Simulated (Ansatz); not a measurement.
Set up this calculation in Ansatz 0.2.0, as the native input.

* Task: single point
* Functional: PBE
* Potentials or basis: Ansatz PAW
* Cutoff: 420 eV (not typed: the program's choice for these potentials)
* k mesh: 9 × 9 × 5
* Occupations: gaussian, width 0.011 eV
* Spin: no spin polarisation

Crystal: Ga2O3.

```
Ga O
1.0
     6.10700   -1.51855    0.00000
     6.10700    1.51855    0.00000
    -1.38599    0.00000    5.63001
Ga O
4 6
Direct
  0.34134 0.34134 0.68598
  0.65866 0.65866 0.31402
  0.90950 0.90950 0.20540
  0.09050 0.09050 0.79460
  0.50410 0.50410 0.74340
  0.49590 0.49590 0.25660
  0.82670 0.82670 0.43680
  0.17330 0.17330 0.56320
  0.83550 0.83550 0.89020
  0.16450 0.16450 0.10980
```

The input as run:

input.yaml

```yaml
crystal:
  lattice:
    - [6.107, -1.51855, 0.0]
    - [6.107, 1.51855, 0.0]
    - [-1.3859888959, 0.0, 5.630008738]
  atoms:
    - { symbol: Ga, position: [0.34134, 0.34134, 0.68598] }
    - { symbol: Ga, position: [0.65866, 0.65866, 0.31402] }
    - { symbol: Ga, position: [0.9095, 0.9095, 0.2054] }
    - { symbol: Ga, position: [0.0905, 0.0905, 0.7946] }
    - { symbol: O, position: [0.5041, 0.5041, 0.7434] }
    - { symbol: O, position: [0.4959, 0.4959, 0.2566] }
    - { symbol: O, position: [0.8267, 0.8267, 0.4368] }
    - { symbol: O, position: [0.1733, 0.1733, 0.5632] }
    - { symbol: O, position: [0.8355, 0.8355, 0.8902] }
    - { symbol: O, position: [0.1645, 0.1645, 0.1098] }
hamiltonian:
  xc: pbe
  pseudopotentials: { kind: paw }
kpoints:
  mp_grid: { grid: [9, 9, 5] }
scf:
  occupations: { method: gaussian, width: 0.011 }
output:
  forces: true
  stress: true
  eigenvalues: true
```

Potentials or basis: Ansatz PAW.

Command:

```bash
$ ansatz run input.yaml --threads 4 --pin off --max-ram 11264MiB --backend cpu --events-out ev --progress --plain --runs-dir out
```

Results of the run:

```json
{
  "Pressure": "9.6 GPa",
  "Largest force": "0.219 eV/Å",
  "Band gap on the k mesh": "2.44 eV, indirect (least direct gap 2.46 eV)"
}
```

Caveat: odd divisions of the mesh miss points on the zone boundary, where band edges often lie, so the gap on the mesh can be too wide; the pressure holds a Pulay correction of +0.8 GPa for the finite cutoff.

It took 8.2 s on 4 threads of Intel(R) Xeon(R) Processor @ 2.70GHz (shared host), peak memory 0.78 GiB.
